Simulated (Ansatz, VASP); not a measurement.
One calculation of RbBr, two programs

Contents of INCAR:

```
PREC     = Accurate       # precision mode
ENCUT    = 520            # plane-wave cutoff, eV
EDIFF    = 1E-6           # SCF threshold, eV
ISMEAR   = 0              # smearing method
SIGMA    = 0.05           # smearing width, eV
LREAL    = F              # projectors in reciprocal space
LASPH    = T              # aspherical terms in the spheres
NELM     = 80             # most SCF steps
ALGO     = Normal         # electronic algorithm
ISIF     = 2              # what is computed and relaxed
LWAVE    = F              # write WAVECAR
LCHARG   = T              # write CHGCAR
GGA      = PS             # functional
LELF     = T              # ELF
LVHAR    = T            
NBANDS   = 15             # bands
```

Contents of KPOINTS:

```
regular mesh
0
Gamma
  6 6 6
```

The input POSCAR:

```
RbBr
1.0
    4.0701688540      0.0000000000      0.0000000000
    0.0000000000      4.0701688540      0.0000000000
    0.0000000000      0.0000000000      4.0701688540
Rb Br
1 1
Direct
    0.0000000000     -0.0793829626     -0.0396914813
    0.5000000000      0.5849104822      0.5424552411
```

Input for Ansatz:

```yaml
crystal:
  lattice:
    - [4.070168854, 0.0, 0.0]
    - [0.0, 4.070168854, 0.0]
    - [0.0, 0.0, 4.070168854]
  atoms:
    - { symbol: Rb, position: [0.0, -0.0793829626, -0.0396914813] }
    - { symbol: Br, position: [0.5, 0.5849104822, 0.5424552411] }
basis:
  ecutwfc: 420
kpoints:
  mp_grid: { grid: [6, 6, 6] }
hamiltonian:
  xc: pbesol
scf:
  occupations: { method: gaussian, width: 0.05 }
output:
  forces: true
  stress: true
  eigenvalues: true
```

Change from the starting cell: mode 5 frozen in at -0.346 Å and mode 6 at -0.173 Å (largest displacements).

Alike in both runs: task single point; functional PBEsol; k mesh 6 × 6 × 6; occupations gaussian, width 0.05 eV; no spin polarisation.

```csv
,VASP,Ansatz
version,VASP 6.6.1,Ansatz 0.2.0
potentials or method,"VASP PAW PBE potentials, release 64 (Rb_sv, Br)","scalar-relativistic, plane waves, PAW"
plane-wave cutoff (eV),520,420
valence electrons in the cell,16,16
```

|  | VASP | Ansatz | Ansatz less VASP |
| --- | --- | --- | --- |
| gap on the k mesh at the Fermi level (eV) | 4.13 | 4.13 | +0.002 |
| least direct gap on the mesh (eV) | 4.28 | 4.28 | +0.002 |
| pressure (GPa) | 3.6 | 3.5 | -0.09 |
| largest component of the traceless stress (GPa) | 2.61 | 2.57 | -0.037 |
| rms of the force components (eV/Å) | 0.678 | 0.667 | -0.0108 |

Atom by atom the forces differ by 0.011 eV/Å (rms over components).

Caveats: the PAW data sets were made with another functional, which shifts forces and pressure a little (VASP). A k mesh can miss the band edges.
